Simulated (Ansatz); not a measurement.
**BN: a stacking-fault curve**

Aim: for BN, slide the crystal rigidly across a (1 -1 1) plane.

Computed with Ansatz 0.2.0 (DFT r2SCAN, scalar-relativistic, plane waves, PAW, unless a step's input says otherwise).

### Step 1. The structure to begin with

The structure is cubic, space group F-43m (No. 216). Conventional cell: a = 3.626 Å, b = 3.626 Å, c = 3.626 Å, α = 90.00°, β = 90.00°, γ = 90.00°. B (site symmetry -43m) is surrounded by 4 N at 1.57 Å. N (site symmetry -43m) is surrounded by 4 B at 1.57 Å.

Coordinates:

```xyz
12
Lattice="1.8130 -1.8130 0.0000 1.8130 0.0000 -1.8130 7.2520 7.2520 7.2520" Properties=species:S:1:pos:R:3 pbc="T T T"
B     3.6260    0.0000    0.0000
B     0.0000    0.0000    0.0000
B     3.6260    1.8130    1.8130
B     7.2520    3.6260    3.6260
B     3.6260    3.6260    3.6260
B     7.2520    5.4390    5.4390
N     6.3455    2.7195    2.7195
N     6.3455    0.9065    0.9065
N     6.3455    4.5325    4.5325
N     2.7195   -0.9065   -0.9065
N     6.3455    6.3455    6.3455
N     2.7195    0.9065    0.9065
```

It goes back to an entry of the Materials Project.

No relaxation comes first: the listed cell is the starting point.

### Step 2. Zero of energy

The cell is repeated 6 times, 12 atoms in all. Reference values: F = -3264.0241 eV; pressure -5.16 GPa; largest force 0.000 eV/Å; gap on the mesh 4.99 eV. It was computed beforehand with the settings of the runs below.

### Step 3. Setting up a stacking-fault curve

The cut lies on the cell's a–b face, a (1 -1 1) plane of area 5.69 Å², between layers 1.57 Å apart (N below, B above); the cell is 12.6 Å thick. Vector c is tilted by f times 1·a + 1·b (length 4.441 Å) with the atoms' Cartesian places fixed: one unrelaxed fault per cell.

### Step 4. At f = 0.167

input.yaml

```yaml
crystal:
  lattice:
    - [1.813001, -1.813001, 0.0]
    - [1.813001, 0.0, -1.813001]
    - [7.8564585334, 6.9497767333, 6.9497767333]
  atoms:
    - { symbol: B, position: [0.6562534733, 0.6562534733, 0.0624666667] }
    - { symbol: B, position: [-0.14932986, -0.14932986, 0.8958] }
    - { symbol: B, position: [0.2951368067, 0.2951368067, 0.2291333333] }
    - { symbol: B, position: [0.5729034733, 0.5729034733, 0.5624666667] }
    - { symbol: B, position: [-0.06597986, -0.06597986, 0.3958] }
    - { symbol: B, position: [0.2117868067, 0.2117868067, 0.7291333333] }
    - { symbol: "N", position: [0.5937409733, 0.5937409733, 0.4374666667] }
    - { symbol: "N", position: [0.95485764, 0.95485764, 0.2708] }
    - { symbol: "N", position: [0.2326243067, 0.2326243067, 0.6041333333] }
    - { symbol: "N", position: [0.5103909733, 0.5103909733, 0.9374666667] }
    - { symbol: "N", position: [-0.12849236, -0.12849236, 0.7708] }
    - { symbol: "N", position: [0.3159743067, 0.3159743067, 0.1041333333] }
basis:
  ecutwfc: 500
kpoints:
  mp_grid: { grid: [10, 10, 2] }
hamiltonian:
  xc: r2scan
scf:
  occupations: { method: gaussian, width: 0.05 }
output:
  forces: true
  stress: true
  eigenvalues: true
  write_density: true
  write_potential: true
  elf: true
  volumetric_format: npy
```

The run is started by

```sh
ansatz run input.yaml --threads 2 --pin off --max-ram 5120MiB --backend cpu --events-out ev --progress --plain --runs-dir out
```

The session goes on with these runs: point f = 0.333; At f = 0.500; f = 0.667; point f = 0.833; At f = 0.083; point f = 0.250; point f = 0.417; point f = 0.583; At f = 0.750; At f = 0.917.

**Question.** What will these runs give? Wanted: largest shear traction sampled.

**Answer**, as computed:

| quantity | value |
| --- | --- |
| highest fault energy sampled | 12187 mJ/m² at f = 0.333 |
| largest shear traction sampled | 125.7 GPa |

Of the points run, the one at f = 0.333 is highest, 12187 mJ/m². A dip at f = 0.583 (7615 mJ/m²) marks a possible metastable fault. Nothing is relaxed, so these energies are upper bounds; letting the layers move apart would lower them. The gap on the mesh stays between 2.05 and 4.99 eV.
